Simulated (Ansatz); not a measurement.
## Elastic constants of Mo at 8 GPa (stress–strain coefficients): input and output

Theory: Ansatz 0.2.0, DFT PBE, scalar-relativistic, plane waves, PAW.

Launched with:
```bash
ansatz run input.yaml --threads 1 --pin off --max-ram 3072MiB --backend cpu --events-out ev --progress --plain --runs-dir out
```

Input (bare energies are in eV):
```yaml
crystal:
  lattice:
    - [-1.5654350217, 1.5654350217, 1.5654350217]
    - [1.5654350217, -1.5654350217, 1.5654350217]
    - [1.5654350217, 1.5654350217, -1.5654350217]
  atoms:
    - { symbol: Mo, position: [0.0, 0.0, 0.0] }
basis:
  ecutwfc: 420
kpoints:
  mp_grid: { grid: [20, 20, 20] }
hamiltonian:
  xc: pbe
scf:
  occupations: { method: fermi_dirac, width: 0.15 }
output:
  forces: true
  stress: true
  eigenvalues: true
elastic:
  mode: relaxed_ion
  amplitude: 0.005
```

From the output:
```
--- Elastic constants: 2 strain directions × 4 members + reference (group order 48) ---
  dense FFT box of the reference and of every strained cell: 20×20×20
  strains applied: 11, 23; error gains: componentwise 1.00 (the most a stress slope's error grows in a printed constant), spectral 1.73 (1 for all six strains in a standard setting)
  C = ∂σ_k/∂η_j (tension-positive GPa; Voigt order 11 22 33 23 13 12):
       504.374    185.519    185.519      0.000      0.000      0.000
       185.519    504.374    185.519     -0.000      0.000      0.000
       185.519    185.519    504.374      0.000      0.000      0.000
        -0.000     -0.000     -0.000    110.581     -0.000      0.000
         0.000      0.000      0.000     -0.000    110.581     -0.000
        -0.000      0.000     -0.000     -0.000      0.000    110.581
  reference stress σ⁰ (GPa):     -8.012     -8.012     -8.012      0.000      0.000      0.000
  C* (energy form; C + prestress term) asymmetry max|C*_kj − C*_jk| = 2.842e-14 GPa — a small one proves nothing (zero by symmetry where the batch's group is 432, −43m or m−3m); a large one is finite-difference/SCF noise where every solve ...
  moduli (Voigt/Reuss/Hill, GPa): K = 291.80/291.80/291.80   G = 130.12/126.03/128.07   E = 335.18   ν = 0.309
  mechanically stable: yes (min eigenvalue of sym C = 110.58 GPa)
  strain η (Voigt 11):  stress-route row diagonal C_11 = 504.37 GPa, energy-path curvature d²(F+E_count+ΔE)/dδ²/Ω₀ = 504.39 GPa
    cells at ±δ against ±2δ: C21 185.56 and 185.69 GPa, apart by 0.03 % of the column's largest entry
         δ    σ_11 (GPa) F (eV) n_scf n_hpsi n_pw
    -1.000e-2     -13.2167       -4956.0253962       8  139507    321   relax 0 steps, max|allowed force component| 0.00e0 eV/Å
    -5.000e-3     -10.5737       -4956.0310893       4  111215    321   relax 0 steps, max|allowed force component| 0.00e0 eV/Å
     5.000e-3      -5.5298       -4956.0387755       4  114719    321   relax 0 steps, max|allowed force component| 0.00e0 eV/Å
     1.000e-2      -3.1279       -4956.0408451       6  118284    321   relax 0 steps, max|allowed force component| 0.00e0 eV/Å
  strain η (Voigt 23):  stress-route row diagonal C_44 = 110.58 GPa, energy-path curvature d²(F+E_count+ΔE)/dδ²/Ω₀ = 114.58 GPa
    cells at ±δ against ±2δ: C44 110.59 and 110.61 GPa, apart by 0.02 % of the column's largest entry
         δ    σ_23 (GPa) F (eV) n_scf n_hpsi n_pw
    -1.000e-2      -1.1061       -4956.0349864       8  251618    321   relax 0 steps, max|allowed force component| 0.00e0 eV/Å
    -5.000e-3      -0.5529       -4956.0353994       3  191486    321   relax 0 steps, max|allowed force component| 0.00e0 eV/Å
     5.000e-3       0.5529       -4956.0353994       3  189507    321   relax 0 steps, max|allowed force component| 0.00e0 eV/Å
     1.000e-2       1.1061       -4956.0349864       6  213360    321   relax 0 steps, max|allowed force component| 0.00e0 eV/Å
```

It took 48 s on 1 thread of Intel(R) Xeon(R) Platinum 8488C (Sapphire Rapids), on a shared host, peak memory 0.56 GiB.

In a metal, frequencies and elastic constants depend on the k mesh and the smearing, soft modes and shear constants most.